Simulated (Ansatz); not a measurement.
## Bi₂Te₃: frozen-core PAW against all-electron methods

```
Bi Te
1.0
     2.19300    1.26613   10.16567
    -2.19300    1.26613   10.16567
     0.00000   -2.53226   10.16567
Bi Te
2 3
Direct
  0.40000 0.40000 0.40000
  0.60000 0.60000 0.60000
  0.00000 0.00000 0.00000
  0.20950 0.20950 0.20950
  0.79050 0.79050 0.79050
```

Atoms are numbered in the order listed.

Conventional cell: a = 4.386 Å, b = 4.386 Å, c = 30.497 Å, α = 90.00°, β = 90.00°, γ = 120.00°. Bi (atom 1) is surrounded by 6 Te at 3.07 to 3.25 Å. Te (atom 3) has 6 Bi at 3.25 Å as nearest neighbours. Te (atom 4) is surrounded by 3 Bi at 3.07 Å.

The cell is COD entry 9011962, as deposited and not checked against the literature; nothing was relaxed.

Spin–orbit coupling is left out, though it moves levels of the heavy atoms by tenths of an eV or more.

Levels of theory: DFT, PBE, PAW with Ansatz's default frozen-core files, scalar-relativistic (Ansatz 0.2.0); DFT, PBE, all-electron PAW with datasets made for the crystal, scalar-relativistic (Ansatz 0.2.0); DFT, PBE, all-electron LAPW, scalar-relativistic (Ansatz 0.2.0).

For PAW: a Γ-centred 7×7×7 k mesh, Fermi–Dirac smearing of 0.08 eV, cutoff 420 eV, no spin polarisation. The crystal-made all-electron datasets (AE datasets) take a cutoff of 240 eV at this cell. LAPW targets a basis error of 1 meV/atom. The Ansatz runs share mesh, smearing and spin set-up. Plane-wave (PAW) pressures include the program's estimate of the Pulay term.

Stress and pressure are positive in compression.

Spin–orbit coupling is left out, which moves gradients at and beside heavy atoms by some per cent and at worst by a factor of two.

Levels count from the top of the valence band.

| quantity | PAW | AE datasets | LAPW |
| --- | --- | --- | --- |
| pressure (GPa) | 1.90 | 1.92 | 1.92 |
| stress xx (GPa) | 1.97 | 1.98 | 1.99 |
| stress zz (GPa) | 1.77 | 1.78 | 1.79 |
| force on Bi1, z (eV/Å) | 0.035 | 0.035 | 0.035 |
| force on Te4, z (eV/Å) | 0.042 | 0.041 | 0.041 |
| band gap (eV) | 0.291 | 0.291 | 0.291 |
| highest filled level at Γ (eV) | 0.000 | 0.000 | 0.000 |
| lowest empty level at Γ (eV) | 0.291 | 0.291 | 0.291 |
| highest filled level at S2 (eV) | -0.654 | -0.654 | -0.654 |
| lowest empty level at S2 (eV) | 1.079 | 1.079 | 1.079 |
| highest filled level at T (eV) | -0.443 | -0.444 | -0.444 |
| lowest empty level at T (eV) | 0.843 | 0.844 | 0.844 |
| field gradient Vzz at Bi1 (10²¹ V/m²) | 2.35 | 2.33 | – |
| field gradient Vzz at Te3 (10²¹ V/m²) | 9.92 | 9.85 | – |
| field gradient Vzz at Te4 (10²¹ V/m²) | 0.92 | 0.91 | – |
